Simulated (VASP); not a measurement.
A run of VASP 6.6.1 is set up as follows.

File POSCAR:

```
HgTe
1.0
    4.2336391951      0.0000000000      0.0000000000
   -2.1168195976      3.6664390934      0.0000000000
    0.0000000000      0.0000000000      7.3965767523
Hg Te
2 2
Direct
    0.0000000000      0.0000000000      0.0000000000
    0.0000000000      0.0000000000      0.5000000000
    0.3333333333      0.6666666667      0.2500000000
    0.6666666667      0.3333333333      0.7500000000
```

INCAR.step1

```
SYSTEM = HgTe
ALGO = Normal
EDIFF = 1E-4
ENCUT = 520
GGA = PE
ISMEAR = -1
LASPH = .True.
LCHARG = .False.
LREAL = .False.
LWAVE = .True.
NBANDS = 26
NELM = 100
PREC = Accurate
SIGMA = 0.02
```

Contents of INCAR.step2:

```
SYSTEM = HgTe
ALGO = Normal
EDIFF = 1E-6
ENCUT = 520
ISIF = 2
ISMEAR = -1
ISTART = 1
LASPH = .True.
LCHARG = .True.
LELF = .True.
LMIXTAU = .True.
LREAL = .False.
LVHAR = .True.
LWAVE = .False.
METAGGA = R2SCAN
NBANDS = 26
NELM = 100
PREC = Accurate
SIGMA = 0.02
```

The input KPOINTS:

```
k-points
0
Gamma
  6 6 4
  0 0 0
```

Potentials or basis: VASP PAW PBE potentials, release 64 (Hg, Te).

Launch:

```console
$ cat potpaw_PBE.64/Hg/POTCAR potpaw_PBE.64/Te/POTCAR > POTCAR
$ cp INCAR.step1 INCAR
$ mpirun -np 1 vasp_std > vasp.out
$ cp INCAR.step2 INCAR
$ mpirun -np 1 vasp_std > vasp.out
```

(1) Predict the pressure.

(2) What does it give for the band gap on the k mesh?

Results:

(1) 0.1 GPa.

(2) none (metal or under the smearing width).

Caveat: the PAW data sets were made with another functional, which shifts forces and pressure a little.
